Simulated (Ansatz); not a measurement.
Runs of Ansatz 0.2.0 on FeO (Wuestite). It takes space group Fm-3m (No. 225, cubic). The conventional cell has a = 4.311 Å, b = 4.311 Å, c = 4.311 Å, α = 90.00°, β = 90.00°, γ = 90.00°. Around Fe (site symmetry m-3m) lie 6 O at 2.16 Å. O (site symmetry m-3m) has 6 Fe at 2.16 Å as nearest neighbours. 

| task | level | cell | cutoff (eV) | smearing | gap on the mesh (eV) | pressure (GPa) | moment (μB) | relaxed volume (Å³/atom) |
| --- | --- | --- | --- | --- | --- | --- | --- | --- |
| relaxation of cell and atoms | PBEsol | relaxed | - | fermi-dirac 0.05 eV | - | 0.0 | 4.00 | 9.57 |
| single point | PBE | as given | 349 | gaussian 0.023 eV | none | -0.4 | 4.00 | - |
| band structure | RPBE | as given | 349 | fermi-dirac 0.05 eV | - | 5.2 | 4.00 | - |
| single point | PBE | as given | 349 | gaussian 0.021 eV | none | -0.4 | 4.00 | - |
| relaxation of cell and atoms | revPBE+D4 | relaxed | - | fermi-dirac 0.05 eV | - | 0.0 | 4.00 | 9.84 |
| single point | PBE | as given | 349 | gaussian 0.019 eV | none | -0.4 | 4.00 | - |
| relaxation of cell and atoms | PBE+D3(BJ) | relaxed | - | fermi-dirac 0.05 eV | - | 0.0 | 4.00 | (b) |
| relaxation of cell and atoms | revPBE | relaxed | - | fermi-dirac 0.05 eV | - | 0.0 | 4.00 | (a) |

Alike in all rows: potentials or basis all-electron LAPW, scalar-relativistic; spin collinear, ferromagnetic start; k mesh 11 × 11 × 11; basis error allowed 0.001 eV/atom.

Problem. Estimate the missing entries.

Solution. (a) 10.22; (b) 9.82.

Caveats: a cell with one magnetic atom can't hold antiferromagnetic order, which such compounds often take; semilocal functionals often make such compounds metallic where correlation or magnetic order opens a gap, which also shifts bond lengths (some runs).

A gap of «none» marks a metal or a gap under the smearing width.
